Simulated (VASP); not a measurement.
Wanted: the native input for a VASP 6.6.1 run.

| Property | Result |
| --- | --- |
| Task | single point |
| Functional | PBEsol |
| Potentials or basis | VASP PAW PBE potentials, release 64 (Al) |
| Cutoff | 520 eV |
| k mesh | 15 × 15 × 14 |
| Occupations | gaussian, width 0.1 eV |
| Spin | no spin polarisation |
| Dipole correction | no |
| Further INCAR settings | ALGO = Normal; EDIFF = 1e-06; NBANDS = 8 |

The structure of Al lies in POSCAR:

```
Al
1.0
    2.7401859211     -0.0000205280      0.0139591569
   -1.3701107383      2.3731014107      0.0000000000
    1.3824121971      0.7981360542      2.3985244131
Al
1
Direct
    0.0000000000      0.0000000000      0.0000000000
```

The cell isn't the ideal one: band edges of the strained film's bulk.

One way to write it, as run:

INCAR

```
PREC = Accurate
ENCUT = 520
EDIFF = 1E-6
ISMEAR = 0
SIGMA = 0.1
LREAL = False
LASPH = True
NELM = 100
ALGO = Normal
ISIF = 2
LWAVE = False
LCHARG = True
GGA = PS
LELF = True
LVHAR = True
NBANDS = 8
```

KPOINTS

```
regular mesh
0
Gamma
  15 15 14
```

Potentials or basis: VASP PAW PBE potentials, release 64 (Al).

Run with:

```sh
$ cat potpaw_PBE.64/Al/POTCAR > POTCAR
$ mpirun -np 1 vasp_std > vasp.out
```

It gave:

The pressure is 4.4 GPa and the band gap on the k mesh is none (metal or under the smearing width).

Caveat: the PAW data sets were made with another functional, which shifts forces and pressure a little.

Wall time 42 s on 1 thread of AMD EPYC 9R45 96-Core Processor (Zen 5), with other jobs on the host, peak memory 0.17 GiB.
